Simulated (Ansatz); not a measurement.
Eu (hcp type), DFT, PBE, all-electron LAPW, scalar-relativistic (Ansatz 0.2.0), on 1 thread of Arm Neoverse V1 (shared host).

Command: `ansatz run input.yaml --threads 1 --pin off --max-ram 3072MiB --backend cpu --events-out ev --progress --plain --runs-dir out`

```yaml
crystal:
  lattice:
    - [2.9202751691, 0.0, 0.0]
    - [-1.4601375845, 2.5290324825, 0.0]
    - [0.0, 0.0, 4.5625077562]
  atoms:
    - { symbol: Eu, position: [0.3333333333, 0.6666666667, 0.25], spin: 7.0 }
    - { symbol: Eu, position: [0.6666666667, 0.3333333333, 0.75], spin: 7.0 }
magnetization:
  spin_polarized: true
kpoints:
  mp_grid: { grid: [12, 12, 7] }
  band_path:
    path:
      - [0.0, 0.0, 0.0]
      - [0.5, 0.0, 0.0]
      - [0.3333333333, 0.3333333333, 0.0]
      - [0.0, 0.0, 0.0]
      - [0.0, 0.0, 0.5]
      - [0.5, 0.0, 0.5]
      - [0.3333333333, 0.3333333333, 0.5]
      - [0.0, 0.0, 0.5]
      - [0.5, 0.0, 0.5]
    npoints: 8
scf:
  occupations: { method: fermi_dirac, width: 0.1 }
hamiltonian:
  xc: pbe
  pseudopotentials: { kind: all_electron, lapw: { basis_error: 0.001 } }
output:
  forces: true
  stress: true
  eigenvalues: true
  populations: true
  dos: { projected: true, de: 0.2, e_range: [-14, 8] }
```

(1) How large is the problem that the program sets up?

(2) About how long does it take, and how much memory?

## Answers

(1) 76 irreducible k-points, 439 plane waves at Γ, 51 bands.

(2) 2.9 min of wall time for 12 SCF iterations, with a peak of 0.76 GiB. Times on shared machines scatter by tens of per cent.
